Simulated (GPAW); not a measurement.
A run of GPAW 26.7.0:

run.py

```python
import numpy as np
from ase.dft.bandgap import bandgap
from ase.io import read, write
from gpaw import GPAW, PW
from gpaw.spinorbit import soc_eigenstates

atoms = read('BAs.cif')

calc = GPAW(mode=PW(800),
            xc={'name': 'BEEF-vdW', 'backend': 'libvdwxc'},
            kpts={'size': (8, 8, 8), 'gamma': True},
            occupations={'name': 'fermi-dirac', 'width': 0.05},
            nbands=11,
            convergence={'density': 1e-05, 'energy': 1e-05},
            maxiter=150,
            txt='gpaw.txt')
atoms.calc = calc
energy = atoms.get_potential_energy()
forces = atoms.get_forces()
calc.write('gs.gpw')
write('result.traj', atoms)
print(f'Energy: {energy:.6f} eV')
print('Forces (eV/A):')
print(forces.round(4))
print('Fermi level:', round(calc.get_fermi_level(), 4), 'eV')
print(f'Gap: {bandgap(calc)[0]:.4f} eV, direct: {bandgap(calc, direct=True)[0]:.4f} eV')

path = atoms.cell.bandpath('GXWKGLUWLK,UX', npoints=80, eps=1e-4)
bs_calc = calc.fixed_density(kpts=path, symmetry='off', nbands=19,
                             convergence={'bands': 'CBM+6.0', 'eigenstates': 1e-6}, txt='bands.txt')
bs = bs_calc.band_structure()
bs.write('bs.json')
print(f'Gap on the path: {bandgap(bs_calc)[0]:.4f} eV')

soc = soc_eigenstates(bs_calc, theta=90, phi=0)
np.savetxt('soc_bands.dat', soc.eigenvalues(), fmt='%.4f')
mesh = soc_eigenstates('gs.gpw', theta=90, phi=0)
np.savetxt('soc_mesh.dat', mesh.eigenvalues(), fmt='%.4f')
print('Fermi level with spin-orbit coupling:', round(mesh.fermi_level, 4), 'eV')
```

Contents of BAs.cif:

```cif
data_BAs
_cell_length_a 3.37784909
_cell_length_b 3.37784909
_cell_length_c 3.37784909
_cell_angle_alpha 60.00000000
_cell_angle_beta 60.00000000
_cell_angle_gamma 60.00000000
_space_group_name_H-M_alt 'P1'
_space_group_name_Hall 'P 1'
_space_group_IT_number 1
loop_
_space_group_symop_operation_xyz
'x,y,z'
loop_
_atom_site_label
_atom_site_type_symbol
_atom_site_symmetry_multiplicity
_atom_site_Wyckoff_symbol
_atom_site_fract_x
_atom_site_fract_y
_atom_site_fract_z
_atom_site_occupancy
As1 As 1 a 0.7500000000 0.7500000000 0.7500000000 1
B1 B 1 a 0.0000000000 0.0000000000 0.0000000000 1
```

Potentials or basis: GPAW PAW data sets (gpaw-data 1.2.1), pw.

The run is started by

```console
$ OMP_NUM_THREADS=1 python run.py
```

Hardware: 1 thread of Arm Neoverse V1, with other jobs on the host.

Q: Estimate the wall time of this run.

A: Run time: 31 s on 1 thread of Arm Neoverse V1, with other jobs on the host, peak memory 0.27 GiB. Counts: scf iterations 13, plane waves 1424, bands 11, k points 29.
